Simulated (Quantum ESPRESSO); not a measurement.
# Cr (P6_3/mmc) in Quantum ESPRESSO: further runs

The runs below take Cr through band structure, single point, equation of state, with PBEsol, LDA.

Everything below comes from runs of Quantum ESPRESSO 7.5. Logs are shortened: lines on timing, memory, paths and dates and some standing lists are left out, and cuts for length are marked.

## Step 1: Starting point

It takes space group P6_3/mmc (No. 194, hexagonal). Conventional cell: a = 2.714 Å, b = 2.714 Å, c = 4.410 Å, α = 90.00°, β = 90.00°, γ = 120.00°. Cr (site symmetry -6m2) is surrounded by 12 Cr at 2.71 Å.

This isn't the form of Cr at room conditions, which is bcc.

## Step 2: Band structure, PBEsol, collinear spin, ferromagnetic start

pw.in

```
&CONTROL
  calculation = 'scf'
  prefix = 'pwscf'
  outdir = './tmp'
  pseudo_dir = './pseudo'
  tprnfor = .true.
  tstress = .true.
  disk_io = 'low'
/
&SYSTEM
  ibrav = 0
  celldm(1) = 8
  nat = 2
  ntyp = 1
  ecutwfc = 45
  ecutrho = 360
  nbnd = 24
  occupations = 'smearing'
  smearing = 'fd'
  degauss = 0.00367493
  nspin = 2
  starting_magnetization(1) = 0.2143
/
&ELECTRONS
  conv_thr = 4d-10
  electron_maxstep = 120
  mixing_beta = 0.3
/
ATOMIC_SPECIES
Cr    51.9961 cr_pbesol_v1.5.uspp.F.UPF
CELL_PARAMETERS alat
  0.6410895877793   0.0000000000000   0.0000000000000
 -0.3205447938896   0.5551998691254   0.0000000000000
  0.0000000000000   0.0000000000000   1.0417115262000
ATOMIC_POSITIONS crystal
Cr     0.6666666667    0.3333333333    0.7500000000
Cr     0.3333333333    0.6666666667    0.2500000000
K_POINTS automatic
11 11 6 0 0 0
```

bands.in

```
&CONTROL
  calculation = 'bands'
  prefix = 'pwscf'
  outdir = './tmp'
  pseudo_dir = './pseudo'
  disk_io = 'low'
  verbosity = 'high'
/
&SYSTEM
  ibrav = 0
  celldm(1) = 8
  nat = 2
  ntyp = 1
  ecutwfc = 45
  ecutrho = 360
  nbnd = 24
  occupations = 'smearing'
  smearing = 'fd'
  degauss = 0.00367493
  nspin = 2
  starting_magnetization(1) = 0.2143
/
&ELECTRONS
  conv_thr = 1d-08
  electron_maxstep = 120
  mixing_beta = 0.3
  diago_full_acc = .true.
  startingwfc = 'random'
/
ATOMIC_SPECIES
Cr    51.9961 cr_pbesol_v1.5.uspp.F.UPF
CELL_PARAMETERS alat
  0.6410895877793   0.0000000000000   0.0000000000000
 -0.3205447938896   0.5551998691254   0.0000000000000
  0.0000000000000   0.0000000000000   1.0417115262000
ATOMIC_POSITIONS crystal
Cr     0.6666666667    0.3333333333    0.7500000000
Cr     0.3333333333    0.6666666667    0.2500000000
K_POINTS crystal
60
 0.0000000000  0.0000000000  0.0000000000 1
 0.0714285714  0.0000000000  0.0000000000 1
 0.1428571429  0.0000000000  0.0000000000 1
 0.2142857143  0.0000000000  0.0000000000 1
 0.2857142857  0.0000000000  0.0000000000 1
 0.3571428571  0.0000000000  0.0000000000 1
 0.4285714286  0.0000000000  0.0000000000 1
 0.5000000000  0.0000000000  0.0000000000 1
 0.4583333333  0.0833333333  0.0000000000 1
 0.4166666667  0.1666666667  0.0000000000 1
 0.3750000000  0.2500000000  0.0000000000 1
 0.3333333333  0.3333333333  0.0000000000 1
 0.2962962963  0.2962962963  0.0000000000 1
 0.2592592593  0.2592592593  0.0000000000 1
 0.2222222222  0.2222222222  0.0000000000 1
 0.1851851852  0.1851851852  0.0000000000 1
 0.1481481481  0.1481481481  0.0000000000 1
 0.1111111111  0.1111111111  0.0000000000 1
 0.0740740741  0.0740740741  0.0000000000 1
 0.0370370370  0.0370370370  0.0000000000 1
 0.0000000000  0.0000000000  0.0000000000 1
 0.0000000000  0.0000000000  0.1250000000 1
 0.0000000000  0.0000000000  0.2500000000 1
 0.0000000000  0.0000000000  0.3750000000 1
 0.0000000000  0.0000000000  0.5000000000 1
 0.0625000000  0.0000000000  0.5000000000 1
 0.1250000000  0.0000000000  0.5000000000 1
 0.1875000000  0.0000000000  0.5000000000 1
 0.2500000000  0.0000000000  0.5000000000 1
 0.3125000000  0.0000000000  0.5000000000 1
 0.3750000000  0.0000000000  0.5000000000 1
 0.4375000000  0.0000000000  0.5000000000 1
 0.5000000000  0.0000000000  0.5000000000 1
 0.4666666667  0.0666666667  0.5000000000 1
 0.4333333333  0.1333333333  0.5000000000 1
 0.4000000000  0.2000000000  0.5000000000 1
 0.3666666667  0.2666666667  0.5000000000 1
 0.3333333333  0.3333333333  0.5000000000 1
 0.3030303030  0.3030303030  0.5000000000 1
 0.2727272727  0.2727272727  0.5000000000 1
 0.2424242424  0.2424242424  0.5000000000 1
 0.2121212121  0.2121212121  0.5000000000 1
 0.1818181818  0.1818181818  0.5000000000 1
 0.1515151515  0.1515151515  0.5000000000 1
 0.1212121212  0.1212121212  0.5000000000 1
 0.0909090909  0.0909090909  0.5000000000 1
 0.0606060606  0.0606060606  0.5000000000 1
 0.0303030303  0.0303030303  0.5000000000 1
 0.0000000000  0.0000000000  0.5000000000 1
 0.5000000000  0.0000000000  0.5000000000 1
 0.5000000000  0.0000000000  0.3750000000 1
 0.5000000000  0.0000000000  0.2500000000 1
 0.5000000000  0.0000000000  0.1250000000 1
 0.5000000000  0.0000000000  0.0000000000 1
 0.3333333333  0.3333333333  0.0000000000 1
 0.3333333333  0.3333333333  0.1000000000 1
 0.3333333333  0.3333333333  0.2000000000 1
 0.3333333333  0.3333333333  0.3000000000 1
 0.3333333333  0.3333333333  0.4000000000 1
 0.3333333333  0.3333333333  0.5000000000 1
```

Potentials or basis: GBRV 1.5 PBEsol.

Run with:

```
$ OMP_NUM_THREADS=1 mpirun -n 2 pw.x -nk 2 -in pw.in > pw.out
$ OMP_NUM_THREADS=1 mpirun -n 2 pw.x -nk 2 -in bands.in > bands.out
```

pw.out:

```text
This program is part of the open-source Quantum ESPRESSO suite
     for quantum simulation of materials; please cite
         "P. Giannozzi et al., J. Phys.:Condens. Matter 21 395502 (2009);
         "P. Giannozzi et al., J. Phys.:Condens. Matter 29 465901 (2017);
         "P. Giannozzi et al., J. Chem. Phys. 152 154105 (2020);
     in publications or presentations arising from this work. More details at

     Message from routine setup:
     using ibrav=0 with symmetry is DISCOURAGED, use correct ibrav instead

     K-points division:     npool     =       2
     Subspace diagonalization in iterative solution of the eigenvalue problem:
     a serial algorithm will be used

     G-vector sticks info
     --------------------
     sticks:   dense  smooth     PW     G-vecs:    dense   smooth      PW
     Sum         649     313    109                21891     7691    1389

     Using Slab Decomposition

     bravais-lattice index     =            0
     lattice parameter (alat)  =       8.0000  a.u.
     unit-cell volume          =     189.8390 (a.u.)^3
     number of atoms/cell      =            2
     number of atomic types    =            1
     number of electrons       =        28.00
     number of Kohn-Sham states=           24
     kinetic-energy cutoff     =      45.0000  Ry
     charge density cutoff     =     360.0000  Ry
     scf convergence threshold =      4.0E-10
     mixing beta               =       0.3000
     number of iterations used =            8  plain     mixing
     Exchange-correlation= SLA  PW   PSX  PSC
                           (   1   4  10   8   0   0   0)

     celldm(1)=   8.000000  celldm(2)=   0.000000  celldm(3)=   0.000000
     celldm(4)=   0.000000  celldm(5)=   0.000000  celldm(6)=   0.000000

     crystal axes: (cart. coord. in units of alat)
               a(1) = (   0.641090   0.000000   0.000000 )
               a(2) = (  -0.320545   0.555200   0.000000 )
               a(3) = (   0.000000   0.000000   1.041712 )

     reciprocal axes: (cart. coord. in units 2 pi/alat)
               b(1) = (  1.559844  0.900577 -0.000000 )
               b(2) = (  0.000000  1.801153  0.000000 )
               b(3) = (  0.000000 -0.000000  0.959959 )

     PseudoPot. # 1 for Cr read from file:
     cr_pbesol_v1.5.uspp.F.UPF
     Pseudo is Ultrasoft + core correction, Zval = 14.0
     Generated by new atomic code, or converted to UPF format
     Using radial grid of  857 points,  6 beta functions with:
                l(1) =   0
                l(2) =   0
                l(3) =   1
                l(4) =   1
                l(5) =   2
                l(6) =   2
     Q(r) pseudized with  8 coefficients,  rinner =    0.950   0.950   0.950
                                                       0.950   0.950

     atomic species   valence    mass     pseudopotential
     Cr               14.00    51.99610     Cr( 1.00)

     Starting magnetic structure
     atomic species   magnetization
     Cr              0.214

     24 Sym. Ops., with inversion, found (12 have fractional translation)

   Cartesian axes

     site n.     atom                  positions (alat units)
         1        Cr     tau(   1) = (   0.3205448   0.1850666   0.7812836  )
         2        Cr     tau(   2) = (  -0.0000000   0.3701332   0.2604279  )

     number of k points=    64  Fermi-Dirac smearing, width (Ry)=  0.0037
                       cart. coord. in units 2pi/alat
        k(    1) = (   0.0000000   0.0000000   0.0000000), wk =   0.0013774
        k(    2) = (   0.0000000   0.0000000   0.1599931), wk =   0.0027548
        k(    3) = (   0.0000000   0.0000000   0.3199862), wk =   0.0027548
        k(    4) = (   0.0000000   0.0000000  -0.4799793), wk =   0.0013774
        k(    5) = (   0.0000000   0.1637412   0.0000000), wk =   0.0082645
        k(    6) = (   0.0000000   0.1637412   0.1599931), wk =   0.0165289
[... 56 lines left out ...]
        k(   63) = (   0.4254121   0.9005766   0.3199862), wk =   0.0165289
[... 52 lines left out ...]

     iteration #  4     ecut=    45.00 Ry     beta= 0.30
     Davidson diagonalization with overlap
     ethr =  7.55E-05,  avg # of iterations =  2.8

     negative rho (up, down):  0.000E+00 5.029E-03

     total energy              =    -350.63665989 Ry
     estimated scf accuracy    <       0.09715089 Ry

     total magnetization       =     3.06 Bohr mag/cell
     absolute magnetization    =     3.07 Bohr mag/cell

     iteration #  5     ecut=    45.00 Ry     beta= 0.30
     Davidson diagonalization with overlap
     ethr =  7.55E-05,  avg # of iterations =  2.8

     negative rho (up, down):  0.000E+00 5.388E-03

     total energy              =    -350.66286829 Ry
     estimated scf accuracy    <       0.00999821 Ry

     total magnetization       =     3.05 Bohr mag/cell
     absolute magnetization    =     3.06 Bohr mag/cell

     iteration #  6     ecut=    45.00 Ry     beta= 0.30
     Davidson diagonalization with overlap
     ethr =  3.57E-05,  avg # of iterations =  1.1

     negative rho (up, down):  0.000E+00 3.904E-03

     total energy              =    -350.65936299 Ry
     estimated scf accuracy    <       0.01851303 Ry

     total magnetization       =     3.27 Bohr mag/cell
     absolute magnetization    =     3.27 Bohr mag/cell
[... 115 lines left out ...]
     total energy              =    -350.66649845 Ry
     estimated scf accuracy    <       0.00000125 Ry

     total magnetization       =     1.73 Bohr mag/cell
     absolute magnetization    =     1.73 Bohr mag/cell

     iteration # 17     ecut=    45.00 Ry     beta= 0.30
     Davidson diagonalization with overlap
     ethr =  3.41E-09,  avg # of iterations =  2.1

     negative rho (up, down):  0.000E+00 1.885E-03

     total energy              =    -350.66649061 Ry
     estimated scf accuracy    <       0.00000405 Ry

     total magnetization       =     1.69 Bohr mag/cell
     absolute magnetization    =     1.70 Bohr mag/cell

     iteration # 18     ecut=    45.00 Ry     beta= 0.30
     Davidson diagonalization with overlap
     ethr =  3.41E-09,  avg # of iterations =  2.5

     negative rho (up, down):  0.000E+00 1.893E-03

     total energy              =    -350.66652349 Ry
     estimated scf accuracy    <       0.00000010 Ry

     total magnetization       =     1.75 Bohr mag/cell
     absolute magnetization    =     1.75 Bohr mag/cell

     iteration # 19     ecut=    45.00 Ry     beta= 0.30
     Davidson diagonalization with overlap
     ethr =  3.48E-10,  avg # of iterations =  2.0

     negative rho (up, down):  0.000E+00 1.903E-03

     total energy              =    -350.66652362 Ry
     estimated scf accuracy    <       0.00000003 Ry

     total magnetization       =     1.76 Bohr mag/cell
     absolute magnetization    =     1.76 Bohr mag/cell

     iteration # 20     ecut=    45.00 Ry     beta= 0.30
     Davidson diagonalization with overlap
     ethr =  1.17E-10,  avg # of iterations =  2.1

     negative rho (up, down):  0.000E+00 1.903E-03

     Magnetic moment per site  (integrated on atomic sphere of radius R)
     atom   1 (R=0.264)  charge= 12.5388  magn=  0.8080
     atom   2 (R=0.264)  charge= 12.5388  magn=  0.8080

     End of self-consistent calculation

     Number of k-points >= 100: set verbosity='high' to print the bands.

     the Fermi energy is    15.1527 ev

!    total energy              =    -350.66652389 Ry
     estimated scf accuracy    <          2.9E-10 Ry
     smearing contrib. (-TS)   =      -0.00249126 Ry
     internal energy E=F+TS    =    -350.66403263 Ry

     The total energy is F=E-TS. E is the sum of the following terms:
     one-electron contribution =    -140.32435397 Ry
     hartree contribution      =      81.98718845 Ry
     xc contribution           =     -44.13503049 Ry
     ewald contribution        =    -248.19183662 Ry

     total magnetization       =     1.76 Bohr mag/cell
     absolute magnetization    =     1.76 Bohr mag/cell

     convergence has been achieved in  20 iterations

     negative rho (up, down):  0.000E+00 1.903E-03

     Forces acting on atoms (cartesian axes, Ry/au):

     atom    1 type  1   force =     0.00000000   -0.00000000    0.00000000
     atom    2 type  1   force =    -0.00000000    0.00000000    0.00000000

     Total force =     0.000000     Total SCF correction =     0.000000

     Computing stress (Cartesian axis) and pressure

     negative rho (up, down):  0.000E+00 1.903E-03
          total   stress  (Ry/bohr**3)                   (kbar)     P=     -319.05
  -0.00226048   0.00000000   0.00000000         -332.53        0.00        0.00
   0.00000000  -0.00226048   0.00000000            0.00     -332.53        0.00
   0.00000000   0.00000000  -0.00198564            0.00        0.00     -292.10

=------------------------------------------------------------------------------=
   JOB DONE.
=------------------------------------------------------------------------------=
```

It took 66 s on 2 MPI ranks of Arm Neoverse V1, shared host; peak memory 0.22 GiB.

What came out:

- Free energy: -4771.0611 eV
- Pressure: -31.9 GPa
- Band gap on the k mesh: none (metal or under the smearing width)
- Net moment: 1.76 μB per cell
- Absolute moment: 1.76 μB per cell
- Site moments: Cr +0.81 μB
- Valence electrons inside the program's atomic spheres: Cr 12.54

Levels at the corners of the path, in eV from the Fermi level:
Spin up:
```
point  band 12  band 13  band 14  band 15  band 16  band 17  band 18  band 19
    Γ    -0.67    -0.64    -0.30    -0.30     0.15     0.15     0.35     1.40
    M    -1.20    -0.81    -0.71    -0.25     1.56     1.67     1.73     2.94
    K    -2.17    -1.05    -1.05    -0.03     1.31     1.31     1.40     5.29
    Γ    -0.67    -0.64    -0.30    -0.30     0.15     0.15     0.35     1.40
    A    -1.14    -0.73    -0.73    -0.73    -0.73     1.05     1.05     1.05
    L    -2.03     0.25     0.25     0.69     0.69     1.66     1.66     2.51
    H    -2.15    -1.29    -1.29     0.10     0.10     1.51     1.51     6.23
    A    -1.14    -0.73    -0.73    -0.73    -0.73     1.05     1.05     1.05
    L    -2.03     0.25     0.25     0.69     0.69     1.66     1.66     2.51
    M    -1.20    -0.81    -0.71    -0.25     1.56     1.67     1.73     2.94
    K    -2.17    -1.05    -1.05    -0.03     1.31     1.31     1.40     5.29
    H    -2.15    -1.29    -1.29     0.10     0.10     1.51     1.51     6.23
```
Spin down:
```
point  band 11  band 12  band 13  band 14  band 15  band 16
    Γ     0.02     0.08     0.08     0.47     0.47     0.64
    M    -2.26    -0.78    -0.05    -0.01     0.42     2.39
    K    -1.78    -1.59    -0.34    -0.34     0.74     2.05
    Γ     0.02     0.08     0.08     0.47     0.47     0.64
    A    -0.56    -0.56     0.03     0.03     0.03     0.03
    L    -1.39    -1.39     1.05     1.05     1.18     1.18
    H    -1.52    -1.52    -0.70    -0.70     0.89     0.89
    A    -0.56    -0.56     0.03     0.03     0.03     0.03
    L    -1.39    -1.39     1.05     1.05     1.18     1.18
    M    -2.26    -0.78    -0.05    -0.01     0.42     2.39
    K    -1.78    -1.59    -0.34    -0.34     0.74     2.05
    H    -1.52    -1.52    -0.70    -0.70     0.89     0.89
```

Caveat: a pressure of tens of GPa on the cell as given is suspect, and the run, the potentials or the cell itself is likely at fault.

(Continued in part 2 of 2.)
